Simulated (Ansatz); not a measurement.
Runs of Ansatz 0.2.0 on Y. The structure is cubic, space group Fm-3m (No. 225). Conventional cell: a = 5.104 Å, b = 5.104 Å, c = 5.104 Å, α = 90.00°, β = 90.00°, γ = 90.00°. Y (site symmetry m-3m) is surrounded by 12 Y at 3.61 Å. This isn't the form of Y at room conditions, which is hcp.

```csv
level,gap on the mesh (eV),pressure (GPa),relaxed volume (Å³/atom)
PBE+D3(BJ),none,0.0,31.06
PBE+D3(BJ)-ATM,none,0.0,31.23
PBE+D4,none,0.0,31.53
PBE,none,0.0,(a)
```

Alike in all rows: task relaxation of cell and atoms; potentials or basis Ansatz PAW; no spin polarisation; cell relaxed; k mesh 9 × 9 × 9; cutoff (eV) 420; smearing fermi-dirac 0.05 eV.

**Question.** Estimate the missing entries.

**Answer.** (a) 32.52.

Caveats: the plane-wave basis is chosen anew once the cell has moved, so the energies of steps on either side of that aren't comparable; pairwise dispersion overbinds metals, which lowers pressure and volume (some runs).

A k mesh can miss the band edges, and the runs leave out spin-orbit coupling on Y.

A gap of «none» marks a metal or a gap under the smearing width.
